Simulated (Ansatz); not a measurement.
## ZnS: how the axes shrink under pressure

ZnS, P6_3mc, a = 3.807 Å, c = 6.245 Å. The compound has several low-lying forms, and this is one of them. Ansatz: r2SCAN, PAW, 500 eV, Γ-centred 6×6×4 mesh on 4 atoms, Gaussian smearing 0.02 eV; no spin polarisation. Cell and atoms are relaxed at each pressure, and no other structure is tried; the real crystal is known to change phase within this range, so the rows at high pressure are metastable. y = 100 ln(c/c0) with c0 = 6.2448 Å, so nearly a change in per cent. The pressures are the targets, met within 0.05 GPa.

```tsv
P (GPa)	y	100 ln(a/a0)
-2.0	?	?
0.0	0.00	0.00
2.0	-0.76	-0.84
5.0	-1.78	-1.97
10.0	-3.12	-3.56
20.0	-5.17	-6.18
40.0	-7.57	-10.22
```

Question: Fit y = c1 P + c2 P² to the other rows, give the linear compressibility along c, and predict the missing y.

Answer: Least squares on the rows shown. y = −0.3430 P + 0.003861 P². The linear compressibility along c is −c1/100 = 3.43 per TPa, against 3.78 along a from the same fit to the last column (its missing entry is 0.93): the crystal is about as stiff along both at low pressure, though at 40 GPa 100 ln(a/a0) is -10.2 and y -7.6. The runs next to zero pressure give 4.02 and 4.41, so a parabola over the whole range misstates the start. With a term in P³ added, the coefficient of P becomes -0.3881, 13 % more, which shows how far this figure hangs on the form. At P = -2.0 the fit asked for gives 0.70. The run gave 0.85, so the fit is 0.15 too low, within twice the rms miss on the fitted rows (0.11).